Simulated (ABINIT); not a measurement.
# GaN (F-43m) in ABINIT: settings compared

The runs below take GaN through band structure, with SOGGA, LDA-PZ, BLYP, revPBE, PBEsol.

Program: ABINIT 10.8.3 (patched build). These are calculated values, not measurements. Logs are shortened: lines on timing, memory, paths and dates and some standing lists are left out, and cuts for length are marked. The log counts tension as positive stress, the text compression.

**What was measured.**

From a printed reference work, textbook, for a bulk crystal of GaN at 0 K: band gap 3.299 eV (direct).

The results are compared with them further down.

### Step 1. The crystal as given

The structure is cubic, space group F-43m (No. 216). Conventional cell: a = 4.507 Å, b = 4.507 Å, c = 4.507 Å, α = 90.00°, β = 90.00°, γ = 90.00°. Around Ga (site symmetry -43m) lie 4 N at 1.95 Å. N (site symmetry -43m) is surrounded by 4 Ga at 1.95 Å.

The cell is a database's computed one.

### Step 2. Band structure, SOGGA

run.abi

```
# Datasets: ground state, then fixed potential
ndtset 2

# Pseudopotentials
pp_dirpath "./"
pseudos "Ga.upf, N.upf"

# Structure
acell 6.0224269985 6.0224269985 6.0224269985
rprim
     0.0000000000     0.7071067812     0.7071067812
     0.7071067812     0.0000000000     0.7071067812
     0.7071067812     0.7071067812     0.0000000000
ntypat 2
znucl 31 7
natom 2
typat 1 2
xred
     0.0000000000     0.0000000000     0.0000000000
     0.2500000000     0.2500000000     0.2500000000

# Plane-wave basis
ecut 42.0

# Exchange and correlation
ixc -150130

# Bands and occupations
occopt 3
tsmear 0.00183747

# SCF cycle
nstep 100

# Output
iomode 3
prtwf 0
prteig 0
prtebands 0
prtden1 1

# Dataset 1
kptopt1 1
ngkpt1 10 10 10
nshiftk1 1
shiftk1 0.0 0.0 0.0
nband1 13
tolvrs1 1.0e-10

# Dataset 2: bands along G-X-W-K-G-L-U-W-L-K
iscf2 -2
getden2 1
nband2 17
nbdbuf2 2
tolwfr2 1.0e-12
kptopt2 -9
ndivsm2 6
prteig2 1
prtvol2 -3
kptbounds2
     0.0000000000     0.0000000000     0.0000000000
     0.5000000000     0.0000000000     0.5000000000
     0.5000000000     0.2500000000     0.7500000000
     0.3750000000     0.3750000000     0.7500000000
     0.0000000000     0.0000000000     0.0000000000
     0.5000000000     0.5000000000     0.5000000000
     0.6250000000     0.2500000000     0.6250000000
     0.5000000000     0.2500000000     0.7500000000
     0.5000000000     0.5000000000     0.5000000000
     0.3750000000     0.3750000000     0.7500000000
```

Potentials or basis: PseudoDojo NC SR PBEsol v0.4.1 standard.

Command:

```
$ abinit run.abi > log 2>&1
```

run.abo:

```text
.Version 10.8.3 of ABINIT
 DATASET    1 : space group F-4 3 m (#216); Bravais cF (face-center cubic)
================================================================================
 Values of the parameters that define the memory need for DATASET  1.
     intxc =       0    ionmov =       0      iscf =       7    lmnmax =       6
     lnmax =       6     mgfft =      36  mpssoang =       3    mqgrid =    3001
     natom =       2  nloc_mem =       1    nspden =       1   nspinor =       1
    nsppol =       1      nsym =      24    n1xccc =    2501    ntypat =       2
    occopt =       3   xclevel =       2
       mpw =        2020          nfft =       46656          nkpt =          47
================================================================================
================================================================================

 DATASET    2 : space group F-4 3 m (#216); Bravais cF (face-center cubic)
================================================================================
 Values of the parameters that define the memory need for DATASET  2.
     intxc =       0    ionmov =       0      iscf =      -2    lmnmax =       6
     lnmax =       6     mgfft =      36  mpssoang =       3    mqgrid =    3001
     natom =       2  nloc_mem =       1    nspden =       1   nspinor =       1
    nsppol =       1      nsym =      24    n1xccc =    2501    ntypat =       2
    occopt =       3   xclevel =       2
       mpw =        2033          nfft =       46656          nkpt =         103
================================================================================
================================================================================

--------------------------------------------------------------------------------
------------- Echo of variables that govern the present computation ------------
--------------------------------------------------------------------------------
 -outvars: echo values of preprocessed input variables --------
            acell      6.0224269985E+00  6.0224269985E+00  6.0224269985E+00 Bohr
              amu      6.97230000E+01  1.40067400E+01
             ecut      4.20000000E+01 Hartree
           getden1          0
           getden2          1
             iscf1          7
             iscf2         -2
              ixc     -150130
           jdtset        1    2
           kptopt1          1
           kptopt2         -9
         kptrlatt       10    0    0      0   10    0      0    0   10
          kptrlen1     6.02242700E+01
          kptrlen2     3.00000000E+01
            natom           2
            nband1         13
            nband2         17
           nbdbuf1          0
           nbdbuf2          2
           ndtset           2
           ndivsm1          0
           ndivsm2          6
            ngfft          36      36      36
             nkpt1         47
             nkpt2        103
            nstep         100
             nsym          24
           ntypat           2
           occopt           3
        prtebands           0
           prteig1          0
           prteig2          1
           prtvol1          0
           prtvol2         -3
            prtwf           0
            rprim      0.0000000000E+00  7.0710678120E-01  7.0710678120E-01
                       7.0710678120E-01  0.0000000000E+00  7.0710678120E-01
                       7.0710678120E-01  7.0710678120E-01  0.0000000000E+00
           shiftk1     0.00000000E+00  0.00000000E+00  0.00000000E+00
           shiftk2     5.00000000E-01  5.00000000E-01  5.00000000E-01
          spgroup         216
           tolvrs1     1.00000000E-10
           tolvrs2     0.00000000E+00
           tolwfr1     0.00000000E+00
           tolwfr2     1.00000000E-12
           tsmear      1.83747000E-03 Hartree
            typat      1  2
           xangst      0.0000000000E+00  0.0000000000E+00  0.0000000000E+00
                       1.1267503030E+00  1.1267503030E+00  1.1267503030E+00
            xcart      0.0000000000E+00  0.0000000000E+00  0.0000000000E+00
                       2.1292494850E+00  2.1292494850E+00  2.1292494850E+00
             xred      0.0000000000E+00  0.0000000000E+00  0.0000000000E+00
                       2.5000000000E-01  2.5000000000E-01  2.5000000000E-01
            znucl       31.00000    7.00000

================================================================================

[... 186 lines left out ...]
 Non-SCF case, kpt    1 (  0.00000  0.00000  0.00000), residuals and eigenvalues=
  3.25E-13  2.57E-13  6.29E-13  6.45E-13  9.06E-13  8.43E-13  1.88E-13  4.33E-13
  5.63E-13  6.10E-13  6.88E-13  3.07E-13  4.87E-13  6.28E-13  4.48E-13  1.99E-08
  2.04E-05
 -3.9178E-01 -3.0339E-01 -3.0339E-01 -3.0339E-01 -2.9186E-01 -2.9186E-01
  1.9313E-01  1.9313E-01  1.9313E-01  2.5468E-01  5.7002E-01  5.7002E-01
  5.7002E-01  8.2973E-01  8.7626E-01  8.7626E-01  8.7630E-01
 Non-SCF case, kpt    2 (  0.02941  0.00000  0.02941), residuals and eigenvalues=
  2.96E-13  9.24E-13  6.11E-13  3.97E-13  9.64E-13  4.01E-13  9.71E-13  7.83E-13
  2.41E-13  5.40E-13  7.98E-13  4.59E-13  9.13E-13  8.57E-13  6.20E-13  6.51E-13
  1.31E-09
 -3.9129E-01 -3.0331E-01 -3.0331E-01 -3.0329E-01 -2.9189E-01 -2.9183E-01
  1.8760E-01  1.9205E-01  1.9205E-01  2.6036E-01  5.6682E-01  5.7109E-01
  5.7109E-01  8.3146E-01  8.5317E-01  8.7850E-01  8.7850E-01
[... 693 lines left out ...]
 Non-SCF case, kpt  102 (  0.38750  0.38750  0.72500), residuals and eigenvalues=
  4.07E-13  2.25E-13  2.63E-13  2.34E-13  2.79E-13  2.30E-13  2.24E-13  5.92E-13
  5.07E-13  4.44E-13  3.88E-13  7.95E-13  3.71E-13  4.85E-13  8.68E-13  5.27E-10
  6.52E-07
 -3.5335E-01 -2.9932E-01 -2.9451E-01 -2.9394E-01 -2.9060E-01 -2.2259E-01
 -2.4530E-02  3.3975E-02  1.1665E-01  3.7953E-01  4.8237E-01  5.8634E-01
  6.5460E-01  6.9756E-01  9.2404E-01  1.0289E+00  1.0791E+00
 Non-SCF case, kpt  103 (  0.37500  0.37500  0.75000), residuals and eigenvalues=
  4.40E-13  8.21E-13  2.42E-13  9.28E-13  1.41E-13  4.93E-13  4.16E-13  5.87E-13
  1.54E-13  4.90E-13  6.18E-13  6.82E-13  8.28E-13  6.00E-13  9.91E-13  3.78E-09
  2.06E-06
 -3.5312E-01 -2.9932E-01 -2.9405E-01 -2.9403E-01 -2.9044E-01 -2.2157E-01
 -2.3689E-02  3.3971E-02  1.1250E-01  3.7070E-01  4.8089E-01  5.9353E-01
  6.6202E-01  6.8807E-01  9.4122E-01  1.0292E+00  1.0911E+00

--- !ResultsGS
iteration_state: {dtset: 2, }
comment   : Summary of ground state results
lattice_vectors:
- [  0.0000000,   4.2584990,   4.2584990, ]
- [  4.2584990,   0.0000000,   4.2584990, ]
- [  4.2584990,   4.2584990,   0.0000000, ]
lattice_lengths: [   6.02243,    6.02243,    6.02243, ]
lattice_angles: [ 60.000,  60.000,  60.000, ] # degrees, (23, 13, 12)
lattice_volume:   1.5445417E+02
convergence: {deltae:  0.000E+00, res2:  0.000E+00, residm:  9.995E-13, diffor:  0.000E+00, }
etotal    :  -8.66140828E+01
entropy   :   0.00000000E+00
fermie    :   2.25530557E-01
cartesian_stress_tensor: null
pressure_GPa: null
xred      :
- [  0.0000E+00,   0.0000E+00,   0.0000E+00, Ga]
- [  2.5000E-01,   2.5000E-01,   2.5000E-01,  N]
cartesian_forces: null
force_length_stats: {min: null, max: null, mean: null, }
...

 Integrated electronic density in atomic spheres:
 ------------------------------------------------
 Atom  Sphere_radius  Integrated_density
    1        2.00000         10.87823153
    2        2.00000          5.19839680
================================================================================

 ----iterations are completed or convergence reached----

 Mean square residual over all n,k,spin=   49.836E-14; max=  99.954E-14
 reduced coordinates (array xred) for    2 atoms
       0.000000000000      0.000000000000      0.000000000000
       0.250000000000      0.250000000000      0.250000000000

 cartesian coordinates (angstrom) at end:
    1      0.00000000000000     0.00000000000000     0.00000000000000
    2      1.12675030300373     1.12675030300373     1.12675030300373
 length scales=  6.022426998500  6.022426998500  6.022426998500 bohr
              =  3.186931119771  3.186931119771  3.186931119771 angstroms
 Eigenvalues (hartree) for nkpt= 103  k points:
 kpt#   1, nband= 17, wtk=  1.00000, kpt=  0.0000  0.0000  0.0000 (reduced coord)
  -0.39178   -0.30339   -0.30339   -0.30339   -0.29186   -0.29186    0.19313    0.19313
   0.19313    0.25468    0.57002    0.57002    0.57002    0.82973    0.87626    0.87626
   0.87630
 kpt#   2, nband= 17, wtk=  1.00000, kpt=  0.0294  0.0000  0.0294 (reduced coord)
  -0.39129   -0.30331   -0.30331   -0.30329   -0.29189   -0.29183    0.18760    0.19205
   0.19205    0.26036    0.56682    0.57109    0.57109    0.83146    0.85317    0.87850
   0.87850
 kpt#   3, nband= 17, wtk=  1.00000, kpt=  0.0588  0.0000  0.0588 (reduced coord)
  -0.38984   -0.30306   -0.30306   -0.30296   -0.29200   -0.29176    0.17477    0.18889
   0.18889    0.27359    0.55790    0.57426    0.57426    0.80561    0.85268    0.88520
   0.88520
 kpt#   4, nband= 17, wtk=  1.00000, kpt=  0.0882  0.0000  0.0882 (reduced coord)
  -0.38750   -0.30265   -0.30265   -0.30238   -0.29216   -0.29165    0.15909    0.18385
   0.18385    0.28972    0.54480    0.57936    0.57936    0.76637    0.87293    0.89627
   0.89627
 kpt#   5, nband= 17, wtk=  1.00000, kpt=  0.1176  0.0000  0.1176 (reduced coord)
[... 381 lines left out ...]
   0.12734    0.40035    0.47333    0.57181    0.63345    0.73151    0.90266    0.98942
   1.05243
 kpt# 101, nband= 17, wtk=  1.00000, kpt=  0.4000  0.4000  0.7000 (reduced coord)
  -0.35378   -0.29939   -0.29519   -0.29375   -0.29065   -0.22497   -0.02898    0.04183
   0.12168    0.38964    0.48000    0.57809    0.64494    0.71262    0.91115    1.01805
   1.06167
 kpt# 102, nband= 17, wtk=  1.00000, kpt=  0.3875  0.3875  0.7250 (reduced coord)
  -0.35335   -0.29932   -0.29451   -0.29394   -0.29060   -0.22259   -0.02453    0.03398
   0.11665    0.37953    0.48237    0.58634    0.65460    0.69756    0.92404    1.02888
   1.07908
 kpt# 103, nband= 17, wtk=  1.00000, kpt=  0.3750  0.3750  0.7500 (reduced coord)
  -0.35312   -0.29932   -0.29405   -0.29403   -0.29044   -0.22157   -0.02369    0.03397
   0.11250    0.37070    0.48089    0.59353    0.66202    0.68807    0.94122    1.02920
   1.09113

== END DATASET(S) ==============================================================
================================================================================

 -outvars: echo values of variables after computation  --------
            acell      6.0224269985E+00  6.0224269985E+00  6.0224269985E+00 Bohr
           etotal1    -8.6614082769E+01
            fcart1    -1.2645982738E-28 -1.2645982738E-28  3.7937948214E-28
                       1.2645982738E-28  1.2645982738E-28 -3.7937948214E-28
            rprim      0.0000000000E+00  7.0710678120E-01  7.0710678120E-01
                       7.0710678120E-01  0.0000000000E+00  7.0710678120E-01
                       7.0710678120E-01  7.0710678120E-01  0.0000000000E+00
           strten1     7.0005652830E-05  7.0005652830E-05  7.0005652830E-05
                       0.0000000000E+00  0.0000000000E+00  0.0000000000E+00
           xangst      0.0000000000E+00  0.0000000000E+00  0.0000000000E+00
                       1.1267503030E+00  1.1267503030E+00  1.1267503030E+00
             xred      0.0000000000E+00  0.0000000000E+00  0.0000000000E+00
                       2.5000000000E-01  2.5000000000E-01  2.5000000000E-01
 Calculation completed.
```

Run time: 3 min. Hardware: 1 thread of Intel Xeon Platinum 8259CL at 2.50GHz (Skylake/Cascade Lake), shared host; peak memory 0.12 GiB.

What came out:

```yaml
Free_energy: -2356.8893 eV
Pressure: -2.1 GPa
Band_gap_on_the_k_mesh: 1.67 eV, direct
Band_gap_along_the_path: 1.67 eV, direct
Valence_electrons_inside_the_program's_atomic_spheres: Ga 10.88; N 5.20
```

Levels at the corners of the path, in eV from the valence-band top:
```csv
point,band 6,band 7,band 8,band 9,band 10,band 11,band 12,band 13
Γ,-13.20,0.00,0.00,0.00,1.67,10.26,10.26,10.26
X,-11.45,-6.17,-2.73,-2.73,3.17,6.58,11.53,13.87
W,-11.16,-5.72,-3.76,-3.71,6.06,8.41,10.19,10.87
K,-11.28,-5.90,-4.33,-2.19,4.83,7.83,10.90,12.76
Γ,-13.20,0.00,0.00,0.00,1.67,10.26,10.26,10.26
L,-11.90,-7.12,-0.97,-0.97,4.58,8.58,10.28,10.28
U,-11.28,-5.90,-4.33,-2.19,4.83,7.83,10.90,12.76
W,-11.16,-5.72,-3.76,-3.71,6.06,8.41,10.19,10.87
L,-11.90,-7.12,-0.97,-0.97,4.58,8.58,10.28,10.28
K,-11.28,-5.90,-4.33,-2.19,4.83,7.83,10.90,12.76
```

Caveat: the potentials were made for another functional, which shifts forces and pressure.

### Step 3. Band structure, LDA-PZ

Changes to run.abi since step 2:

```diff
@@ -1,9 +1,6 @@
-# Datasets: ground state, then fixed potential
 ndtset 2
 
-# Pseudopotentials
 pp_dirpath "./"
-pseudos "Ga.upf, N.upf"
+pseudos "Ga.LDA_PW-JTH.xml, N.LDA_PW-JTH.xml"
 
-# Structure
 acell 6.0224269985 6.0224269985 6.0224269985
@@ -21,9 +18,7 @@
 
-# Plane-wave basis
-ecut 42.0
+ecut 25.0
+pawecutdg 47.0
 
-# Exchange and correlation
-ixc -150130
+ixc 2
 
-# Bands and occupations
 occopt 3
@@ -31,6 +26,4 @@
 
-# SCF cycle
 nstep 100
 
-# Output
 iomode 3
@@ -39,5 +32,5 @@
 prtebands 0
+enunit 1
 prtden1 1
 
-# Dataset 1
 kptopt1 1
@@ -47,5 +40,4 @@
 nband1 13
-tolvrs1 1.0e-10
+tolvrs1 1.0e-9
 
-# Dataset 2: bands along G-X-W-K-G-L-U-W-L-K
 iscf2 -2
@@ -58,3 +50,2 @@
 prteig2 1
-prtvol2 -3
 kptbounds2
```

Potentials or basis: JTH PAW LDA v2.0.

Command:

```
$ abinit run.abi > log 2>&1
```

Run time: 84 s. Hardware: 1 thread of Intel Xeon Platinum 8259CL at 2.50GHz (Skylake/Cascade Lake), shared host; peak memory 0.11 GiB.

Results (log left out):

- Free energy: -2432.0652 eV
- Band gap on the k mesh: 1.73 eV, direct
- Valence electrons inside the program's atomic spheres: Ga 11.21; N 2.56

Levels at the corners of the path, in eV from the valence-band top:
| point | band 5 | band 6 | band 7 | band 8 | band 9 | band 10 | band 11 | band 12 | band 13 | band 14 |
| --- | --- | --- | --- | --- | --- | --- | --- | --- | --- | --- |
| Γ | -13.21 | -13.21 | 0.00 | 0.00 | 0.00 | 1.73 | 10.10 | 10.10 | 10.10 | 17.28 |
| X | -13.14 | -11.36 | -6.22 | -2.74 | -2.74 | 3.25 | 6.46 | 11.50 | 13.74 | 13.74 |
| W | -13.20 | -11.07 | -5.79 | -3.74 | -3.70 | 6.11 | 8.21 | 10.14 | 10.90 | 15.03 |
| K | -13.17 | -11.20 | -5.96 | -4.31 | -2.20 | 4.88 | 7.70 | 10.87 | 12.65 | 13.42 |
| Γ | -13.21 | -13.21 | 0.00 | 0.00 | 0.00 | 1.73 | 10.10 | 10.10 | 10.10 | 17.28 |
| L | -13.17 | -11.84 | -7.13 | -0.98 | -0.98 | 4.52 | 8.59 | 10.19 | 10.19 | 15.38 |
| U | -13.17 | -11.20 | -5.96 | -4.31 | -2.20 | 4.88 | 7.70 | 10.87 | 12.65 | 13.42 |
| W | -13.20 | -11.07 | -5.79 | -3.74 | -3.70 | 6.11 | 8.21 | 10.14 | 10.90 | 15.03 |
| L | -13.17 | -11.84 | -7.13 | -0.98 | -0.98 | 4.52 | 8.59 | 10.19 | 10.19 | 15.38 |
| K | -13.17 | -11.20 | -5.96 | -4.31 | -2.20 | 4.88 | 7.70 | 10.87 | 12.65 | 13.42 |

Caveat: the cutoff is too short for stress, so the log's stress isn't used.

(Continued in part 2 of 2.)
